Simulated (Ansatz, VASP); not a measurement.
Two plane-wave programs on Na

```
CELL_PARAMETERS angstrom
0.00000 2.55746 2.55746
2.55746 0.00000 2.55746
2.55746 2.55746 0.00000
ATOMIC_POSITIONS crystal
Na 0.00000 0.00000 0.00000
```

Alike in both runs: task single point; functional PBEsol; k mesh 12 × 12 × 12; occupations fermi-dirac, width 0.1 eV; no spin polarisation.

|  | VASP | Ansatz |
| --- | --- | --- |
| version | VASP 6.6.1 | Ansatz 0.2.0 |
| potentials or method | VASP PAW PBE potentials, release 64 (Na_pv) | plane waves (420 eV) with PAW, scalar-relativistic |
| plane-wave cutoff (eV) | 520 | 420 |
| valence electrons in the cell | 7 | 9 |

|  | VASP | Ansatz | Ansatz less VASP |
| --- | --- | --- | --- |
| pressure (GPa) | 0.7 | 0.8 | +0.03 |

The two sets of potentials don't hold the same shells in valence. Ansatz warned: «pseudo_functional_mismatch».

Caveats: the PAW data sets were made with another functional, which shifts forces and pressure a little (VASP).
